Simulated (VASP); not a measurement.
The system is Sb.

```
Sb
1.0
     3.36900    0.00000    0.00000
    -1.68450    2.91764    0.00000
     0.00000    0.00000    5.33000
Sb
2
Direct
  0.33333 0.66667 0.25000
  0.66667 0.33333 0.75000
```

This isn't the form of Sb at room conditions, which is rhombohedral.

Base run:

| Property | Result |
| --- | --- |
| Program | VASP 6.6.1 |
| Functional | PBE |
| Potentials or basis | VASP PAW PBE potentials, release 64 (Sb) |
| Cutoff | 520 eV |
| k mesh | 12 × 12 × 7 |
| Occupations | fermi-dirac, width 0.03 eV |
| Spin | no spin polarisation |

Its results: band gap on the k mesh none (metal or under the smearing width); pressure 2.9 GPa.

Q: The run is repeated on the same cell with these changes: functional from PBE to r2SCAN; further incar settings from ALGO = Fast; EDIFF = 1e-06; NBANDS = 12 to ALGO = Normal; EDIFF = 1e-06; NBANDS = 12. What comes out?

A: Band gap on the k mesh none (metal or under the smearing width); pressure 2.2 GPa.

Caveats: the PAW data sets were made with another functional, which shifts forces and pressure a little (some runs).
